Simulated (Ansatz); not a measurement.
# Cd in Ansatz: the effect of functional

Crystal: Cd.

```xyz
2
Lattice="2.9386 0.0000 0.0000 -1.4693 2.5449 0.0000 0.0000 0.0000 5.5417" Properties=species:S:1:pos:R:3 pbc="T T T"
Cd    1.4693    0.8483    4.1563
Cd    0.0000    1.6966    1.3854
```

The cell isn't the ideal one: volume scaled by 0.96.

Alike in all runs:

| Item | Value |
| --- | --- |
| Program | Ansatz 0.2.0 |
| Task | single point |
| Potentials or basis | Ansatz PAW |
| k mesh | 10 × 10 × 5 |
| Occupations | fermi-dirac, width 0.05 eV |
| Spin | no spin polarisation |

| functional | cutoff | pressure (GPa) |
| --- | --- | --- |
| LDA | 420 eV (not typed: the program's choice for these potentials) | -2.2 |
| r2SCAN | 500 eV (not typed: the program's choice for these potentials) | 3.3 |
| PBE | 420 eV (not typed: the program's choice for these potentials) | ? |

**Question.** What does the run with functional PBE give?

**Answer.** Pressure 5.7 GPa.

Caveats: the PAW data sets come from PBE, with cores solved anew for the run's functional, which leaves a small shift of forces and pressure (some runs).
